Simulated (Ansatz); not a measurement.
GaN:

```
CELL_PARAMETERS angstrom
3.18000 0.00000 0.00000
-1.59000 2.75396 0.00000
0.00000 0.00000 5.16600
ATOMIC_POSITIONS crystal
Ga 0.66667 0.33333 0.50000
Ga 0.33333 0.66667 0.00000
N 0.66667 0.33333 0.87500
N 0.33333 0.66667 0.37500
```

Base run:

| Quantity | Value |
| --- | --- |
| Program | Ansatz 0.2.0 |
| Functional | PBE |
| Potentials or basis | Ansatz PAW |
| Cutoff | 420 eV (not typed: the program's choice for these potentials) |
| k mesh | 10 × 10 × 5 |
| Occupations | gaussian, width 0.1 eV |
| Spin | no spin polarisation |

Its results: band gap on the k mesh 1.96 eV, direct; pressure 7.3 GPa; largest force 0.137 eV/Å.

Problem. The run is repeated on the same cell with these changes: functional from PBE to LDA. What comes out?

Solution. Band gap on the k mesh 1.97 eV, direct; pressure -4.5 GPa; largest force 0.126 eV/Å.

LDA binds more tightly than PBE, so the same cell stands under less pressure.

Caveats: odd divisions of the mesh miss points on the zone boundary, where band edges often lie, so the gap on the mesh can be too wide; the PAW data sets come from PBE, with cores solved anew for the run's functional, which leaves a small shift of forces and pressure (some runs).

